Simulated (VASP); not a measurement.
# SiC (F-43m) in VASP: further runs

Runs on SiC. Level: PBE. Tasks: relaxation of cell and atoms.

Program: VASP 6.6.1. These are calculated values, not measurements. Logs are shortened: lines on timing, memory, paths and dates and some standing lists are left out, and cuts for length are marked.

### 1 The crystal as given

The structure is cubic, space group F-43m (No. 216). Conventional cell: a = 4.358 Å, b = 4.358 Å, c = 4.358 Å, α = 90.00°, β = 90.00°, γ = 90.00°. Si (site symmetry -43m) is surrounded by 4 C at 1.89 Å. C (site symmetry -43m) is surrounded by 4 Si at 1.89 Å.

### 2 Relaxation of cell and atoms, PBE

File INCAR:

```
PREC = Accurate
ENCUT = 520
EDIFF = 1E-7
ISMEAR = 0
SIGMA = 0.02
LREAL = False
LASPH = True
NELM = 100
ALGO = Fast
ISIF = 3
LWAVE = False
LCHARG = False
GGA = PE
IBRION = 2
NSW = 80
EDIFFG = -0.002
KPAR = 4
```

File KPOINTS:

```
regular mesh
0
Gamma
  12 12 12
```

File POSCAR:

```
SiC
1.0
    0.0000000000      2.1790000000      2.1790000000
    2.1790000000      0.0000000000      2.1790000000
    2.1790000000      2.1790000000      0.0000000000
Si C
1 1
Direct
    0.0000000000      0.0000000000      0.0000000000
    0.2500000000      0.2500000000      0.2500000000
```

Potentials or basis: VASP PAW PBE potentials, release 64 (Si, C).

Run with:

```console
$ cat potpaw_PBE.64/Si/POTCAR potpaw_PBE.64/C/POTCAR > POTCAR
$ mpirun -np 4 vasp_std > vasp.out
```

OUTCAR:

```text
PREC = Accurate
   ENCUT = 520
   EDIFF = 1E-7
   ISMEAR = 0
   LREAL = False
   LASPH = True
   NELM = 100
   ISIF = 3
   GGA = PE
   IBRION = 2
   NSW = 80
   EDIFFG = -0.002

 ion  position               nearest neighbor table
   1  0.000  0.000  0.000-   2 1.89   2 1.89   2 1.89   2 1.89
   2  0.250  0.250  0.250-   1 1.89   1 1.89   1 1.89   1 1.89

  LATTYP: Found a face centered cubic cell.
 ALAT       =     4.3580000000

  Lattice vectors:

 A1 = (   0.0000000000,   2.1790000000,   2.1790000000)
 A2 = (   2.1790000000,   0.0000000000,   2.1790000000)
 A3 = (   2.1790000000,   2.1790000000,   0.0000000000)

Analysis of symmetry for initial positions (statically):
=====================================================================
 Subroutine PRICEL returns:
 Original cell was already a primitive cell.

 Routine SETGRP: Setting up the symmetry group for a
 face centered cubic supercell.

 Subroutine GETGRP returns: Found 24 space group operations
 (whereof 24 operations were pure point group operations)
 out of a pool of 48 trial point group operations.

The static configuration has the point symmetry T_d .

Analysis of symmetry for dynamics (positions and initial velocities):
=====================================================================
 Subroutine PRICEL returns:
 Original cell was already a primitive cell.

 Routine SETGRP: Setting up the symmetry group for a
 face centered cubic supercell.

 Subroutine GETGRP returns: Found 24 space group operations
 (whereof 24 operations were pure point group operations)
 out of a pool of 48 trial point group operations.

The dynamic configuration has the point symmetry T_d .

 Subroutine INISYM returns: Found 24 space group operations
 (whereof 24 operations are pure point group operations),
 and found     1 'primitive' translations

----------------------------------------------------------------------------------------

                                     Primitive cell

  volume of cell :      20.6920

  direct lattice vectors                    reciprocal lattice vectors
     0.000000000  2.179000000  2.179000000    -0.229463056  0.229463056  0.229463056
     2.179000000  0.000000000  2.179000000     0.229463056 -0.229463056  0.229463056
     2.179000000  2.179000000  0.000000000     0.229463056  0.229463056 -0.229463056

  length of vectors
     3.081571352  3.081571352  3.081571352     0.397441672  0.397441672  0.397441672

  position of ions in fractional coordinates (direct lattice)
     0.000000000  0.000000000  0.000000000
     0.250000000  0.250000000  0.250000000

  ion indices of the primitive-cell ions
   primitive index   ion index
                 1           1
                 2           2

----------------------------------------------------------------------------------------

 KPOINTS: regular mesh

Automatic generation of k-mesh.
 Grid dimensions read from file:
 generate k-points for:   12   12   12

 Generating k-lattice:

  Cartesian coordinates                     Fractional coordinates (reciprocal lattice)
    -0.019121921  0.019121921  0.019121921     0.083333333  0.000000000  0.000000000
     0.019121921 -0.019121921  0.019121921     0.000000000  0.083333333  0.000000000
     0.019121921  0.019121921 -0.019121921     0.000000000  0.000000000  0.083333333

  Length of vectors
     0.033120139  0.033120139  0.033120139

  Shift w.r.t. Gamma in fractional coordinates (k-lattice)
     0.000000000  0.000000000  0.000000000

 Subroutine IBZKPT returns following result:
 ===========================================

 Found     72 irreducible k-points:

 Following reciprocal coordinates:
            Coordinates               Weight
  0.000000  0.000000  0.000000      1.000000
  0.083333  0.000000  0.000000      8.000000
  0.166667  0.000000  0.000000      8.000000
  0.250000  0.000000  0.000000      8.000000
  0.333333  0.000000  0.000000      8.000000
  0.416667  0.000000  0.000000      8.000000
[... 16 lines left out ...]
  0.500000  0.166667  0.000000     24.000000
 -0.416667  0.166667  0.000000     24.000000
 [... further k-points ...]
   k-points           NKPTS =     72   k-points in BZ     NKDIM =     72   number of bands    NBANDS=      8
   number of dos      NEDOS =    301   number of ions     NIONS =      2
   total plane-waves  NPLWV =  13824
   dimension x,y,z NGX =    24 NGY =   24 NGZ =   24
   dimension x,y,z NGXF=    48 NGYF=   48 NGZF=   48
   ions per type =               1   1
   NGX,Y,Z   is equivalent  to a cutoff of  12.95, 12.95, 12.95 a.u.
   NGXF,Y,Z  is equivalent  to a cutoff of  25.90, 25.90, 25.90 a.u.
 SYSTEM =  unknown system
   PREC   = accura    normal or accurate (medium, high low for compatibility)
   ISTART =      0    job   : 0-new  1-cont  2-samecut
   ICHARG =      2    charge: 1-file 2-atom 10-const
   ISPIN  =      1    spin polarized calculation?
   LNONCOLLINEAR =      F non collinear calculations
   LSORBIT =      F    spin-orbit coupling
   LASPH  =      T    aspherical Exc in radial PAW
   ENCUT  =  520.0 eV  38.22 Ry    6.18 a.u.   5.73  5.73  5.73*2*pi/ulx,y,z
   NELM   =    100;   NELMIN=  2; NELMDL= -5     # of ELM steps
   EDIFF  = 0.1E-06   stopping-criterion for ELM
   LREAL  =      F    real-space projection
   EDIFFG = -.2E-02   stopping-criterion for IOM
   NSW    =     80    number of steps for IOM
   IBRION =      2    ionic relax: 0-MD 1-quasi-New 2-CG
   NFREE  =      1    steps in history (QN), initial steepest desc. (CG)
   ISIF   =      3    stress and relaxation
   ISYM   =      2    0-nonsym 1-usesym 2-fastsym
   POTIM  = 0.5000    time-step for ionic-motion
   TEBEG  =    0.0;   TEEND  =   0.0 temperature during run
   PSTRESS=    0.0 pullay stress
   NELECT =       8.0000    total number of electrons
   NUPDOWN=      -1.0000    fix difference up-down
   EMIN   =  10.00;   EMAX   =-10.00  energy-range for DOS
   EFERMI =   0.00;   METHOD = LEGACY
   ISMEAR =     0;   SIGMA  =   0.02  broadening in eV -4-tet -1-fermi 0-gaus
   EFERMI_NEDOS =   21; number of points for ismear=-14 and -15
   IALGO  =     68    algorithm
   IMIX   =      4    mixing-type and parameters
     AMIX     =   0.40;   BMIX     =  1.00
     AMIX_MAG =   1.60;   BMIX_MAG =  1.00
  volume/ion in A,a.u.               =      10.35        69.82
  Fermi-wavevector in a.u.,A,eV,Ry     =   1.192626  2.253736 19.352338  1.422357
  Thomas-Fermi vector in A             =   2.328660
   LORBIT       =      0    0 simple, 1 ext, 2 COOP (PROOUT), +10 PAW based schemes
   GGA     = PE    functional components
   LHFCALC =     F    Hartree Fock is set to
   AEXX    =    0.0000 exact exchange contribution
   IVDW    =     0    specifies the selected vdW correction
   LEPSILON=     F    determine dielectric tensor
   LRPA    =     F    only Hartree local field effects (RPA)
 conjugate gradient relaxation of ions
 non-spin polarized calculation
 RMM-DIIS sequential band-by-band and
 Gauss-broadening in eV      SIGMA  =   0.02
  energy-cutoff  :      520.00
  volume of cell :       20.69
 maximum number of plane-waves:       568
   NGX = 11   NGY = 11   NGZ = 11

--------------------------------------- Ionic step        1  -------------------------------------------

 number of electron       8.0000001 magnetization

 Free energy of the ion-electron system (eV)
  ---------------------------------------------------
  ext. energy  EPLUGINS =         0.00000000
  ---------------------------------------------------
  free energy    TOTEN  =       -15.05784198 eV

  energy without entropy =      -15.05784198  energy(sigma->0) =      -15.05784198

------------------------ aborting loop because EDIFF is reached ----------------------------------------

  FORCE on cell =-STRESS in cart. coord.  units (eV):
  Direction    XX          YY          ZZ          XY          YZ          ZX
  --------------------------------------------------------------------------------------
  -------------------------------------------------------------------------------------
  Total        0.4146028      0.4146028      0.4146028     -0.0000000     -0.0000000      0.0000000
  in kB       32.1026704     32.1026704     32.1026704     -0.0000000     -0.0000000      0.0000000
  external PRESSURE =      32.1026704 kB  Pullay stress =       0.0000000 kB
[... 57 lines left out ...]
  energy  without entropy=      -15.0576919969  energy(sigma->0) =      -15.05769200

--------------------------------------- Ionic step        3  -------------------------------------------

 number of electron       8.0000001 magnetization

 Free energy of the ion-electron system (eV)
  ---------------------------------------------------
  ext. energy  EPLUGINS =         0.00000000
  ---------------------------------------------------
  free energy    TOTEN  =       -15.06086304 eV

  energy without entropy =      -15.06086304  energy(sigma->0) =      -15.06086304

 E-fermi :   8.0452     XC(G=0): -11.2921

 val. band max:        7.9427999375   @ k =   0.0000   0.0000   0.0000
 cond. band min:       9.3132928493   @ k =   0.5000   0.5000   0.0000
 fundamental gap:      1.3704929118
 Fermi energy:         8.0452387685

 k-point     1 :       0.0000    0.0000    0.0000
  band No.  band energies     occupation
      1      -7.3455      2.00000
      2       7.9428      2.00000
      3       7.9428      2.00000
      4       7.9428      2.00000
      5      14.0047      0.00000
      6      15.1487      0.00000
      7      15.1487      0.00000
      8      15.1487      0.00000
[... 243 lines left out ...]
 k-point    24 :      -0.4167    0.1667    0.0000
  band No.  band energies     occupation
      1      -3.5137      2.00000
      2       0.0051      2.00000
      3       4.8758      2.00000
      4       6.4408      2.00000
      5      13.0399      0.00000
      6      15.5608      0.00000
      7      16.4086      0.00000
      8      18.9827      0.00000

 [... further k-points ...]
[... 5 lines left out ...]
  --------------------------------------------------------------------------------------
  -------------------------------------------------------------------------------------
  Total        0.0002253      0.0002253      0.0002253     -0.0000000      0.0000000     -0.0000000
  in kB        0.0171938      0.0171938      0.0171938     -0.0000000      0.0000000     -0.0000000
  external PRESSURE =       0.0171938 kB  Pullay stress =       0.0000000 kB
[... 17 lines left out ...]
  FREE ENERGIE OF THE ION-ELECTRON SYSTEM (eV)
  ---------------------------------------------------
  free  energy   TOTEN  =       -15.0608630408 eV

  energy  without entropy=      -15.0608630408  energy(sigma->0) =      -15.06086304

 reached required accuracy - stopping structural energy minimisation
```

It took 7.6 s on 4 MPI ranks of Intel Xeon Platinum 8259CL at 2.50GHz (Skylake/Cascade Lake), shared host; peak memory 0.13 GiB.

What came out:

| Quantity | Value |
| --- | --- |
| Free energy | -15.0609 eV |
| Relaxed volume | 10.50 Å³/atom |
| Relaxed cell | a = 3.097 Å, b = 3.097 Å, c = 3.097 Å, α = 60.00°, β = 60.00°, γ = 60.00° |
| Space group after relaxing (to 0.05 Å) | F-43m (No. 216) |
| Energy gained by relaxing | 1.5 meV/atom |
| Ionic steps | 3 |
| Pressure after relaxing | 0.0 GPa |
| Band gap on the k mesh | 1.37 eV, indirect (least direct gap 4.53 eV) |

The path:
| step | energy change (eV) | largest force (eV/Å) | pressure (GPa) | volume (Å³) |
| --- | --- | --- | --- | --- |
| 1 | 0.0000 | 0.0000 | 3.21 | 20.69 |
| 2 | 0.0001 | 0.0000 | -3.12 | 21.32 |
| 3 | -0.0030 | 0.0000 | 0.00 | 21.00 |

Final structure:
```cif
data_structure
_symmetry_space_group_name_H-M 'P 1'
_symmetry_Int_Tables_number 1
_cell_length_a 3.0967
_cell_length_b 3.0967
_cell_length_c 3.0967
_cell_angle_alpha 60.000
_cell_angle_beta 60.000
_cell_angle_gamma 60.000
_cell_volume 21.00
loop_
_atom_site_label
_atom_site_type_symbol
_atom_site_fract_x
_atom_site_fract_y
_atom_site_fract_z
_atom_site_occupancy
Si1 Si 0.00000 0.00000 0.00000 1
C1 C 0.25000 0.25000 0.25000 1
```

A k mesh can miss the band edges. PBE usually gives volumes a little too large and moduli too small.

(Continued in part 2 of 2.)
